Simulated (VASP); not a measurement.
Runs of VASP 6.6.1 on C. It takes space group P6_3/mmc (No. 194, hexagonal). Conventional cell: a = 2.522 Å, b = 2.522 Å, c = 12.356 Å, α = 90.00°, β = 90.00°, γ = 120.00°. C (site symmetry 3m) is surrounded by 4 C at 1.54 Å. Around C (site symmetry 3m) lie 4 C at 1.54 Å. C (site symmetry 3m) has 4 C at 1.54 Å as nearest neighbours. This is a hexagonal form of diamond, not graphite.

```tsv
level	gap on the mesh (eV)	pressure (GPa)	largest force (eV/Å)
r2SCAN	4.57	(c)	0.34
TPSS	4.41	(a)	0.34
rSCAN	(b)	-3.1	0.34
SCAN	4.78	-3.9	0.34
```

Alike in all rows: task band structure; potentials or basis VASP PAW PBE potentials, release 64 (C); no spin polarisation; cell as given; k mesh 12 × 12 × 3; cutoff (eV) 520; smearing fermi-dirac 0.05 eV.

Estimate the missing entries.

(a) 2.1; (b) 4.60; (c) -1.0.

Caveats: the PAW data sets were made with another functional, which shifts forces and pressure a little.

Runs at the PBE level aren't shown here.
